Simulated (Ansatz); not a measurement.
## Computed properties of Cs

```xyz
1
Lattice="0.0000 3.9483 3.9483 3.9483 0.0000 3.9483 3.9483 3.9483 0.0000" Properties=species:S:1:pos:R:3 pbc="T T T"
Cs    0.0000    0.0000    0.0000
```

The cell is the one relaxed in the Materials Project (mp-1055940), not relaxed further here; entries there can be hypothetical.

Spin–orbit coupling is left out, though it moves levels of the heavy atoms by tenths of an eV or more.

All numbers below come from DFT, LDA, all-electron LAPW, scalar-relativistic in Ansatz 0.2.0.

Settings: a Γ-centred 8×8×8 k mesh, Fermi–Dirac smearing of 0.08 eV, basis error target 0.25 meV/atom, no spin polarisation.

```yaml
Pressure_at_this_cell: -0.39 GPa
Band_gap: "none: with an odd electron count and no spin polarisation the bands can't all be full, a metal in this set-up (spin order or a larger cell could open a gap)"
Density_of_states_at_the_Fermi_level_0.2_eV_bin: 1.40 states/eV per cell
Volume_per_atom: 123.10 Å³
```
